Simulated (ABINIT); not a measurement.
A run of ABINIT 10.8.3 (patched build):

File run.abi:

```
# Pseudopotentials
pp_dirpath "./"
pseudos "Pt.upf, Al.upf"

# Structure
acell 3.03520403 3.03520403 3.03520403 Angstrom
rprim
     1.0000000000     0.0000000000     0.0000000000
     0.0000000000     1.0000000000     0.0000000000
     0.0000000000     0.0000000000     1.0000000000
ntypat 2
znucl 78 13
natom 2
typat 1 2
xred
     0.5000000000     0.5000000000     0.5000000000
     0.0000000000     0.0000000000     0.0000000000
chkprim 0
chksymtnons 0
tolsym 1.0e-6

# Plane-wave basis
ecut 40.0

# k points
kptopt 1
ngkpt 7 7 7
nshiftk 1
shiftk 0.0 0.0 0.0

# Exchange and correlation
ixc 7

# Bands and occupations
nband 15
occopt 3
tsmear 0.00183747

# SCF cycle
nstep 100
tolvrs 1.0e-10

# Output
iomode 3
prtwf 0
prtden 0
prteig 0
prtebands 0
enunit 2
```

Potentials or basis: PseudoDojo NC SR LDA v0.4.1 standard.

Launch:

```sh
$ abinit run.abi > log 2>&1
```

Hardware: 1 thread of AMD EPYC 7R43 64-Core Processor (Zen 3), with other jobs on the host.

Problem. How long does it take, and how much memory?

Solution. Run time: 23 s on 1 thread of AMD EPYC 7R43 64-Core Processor (Zen 3), with other jobs on the host, peak memory 0.07 GiB. Counts: scf iterations 9, mpi ranks 1, k points 20, bands 15, plane waves 2296.
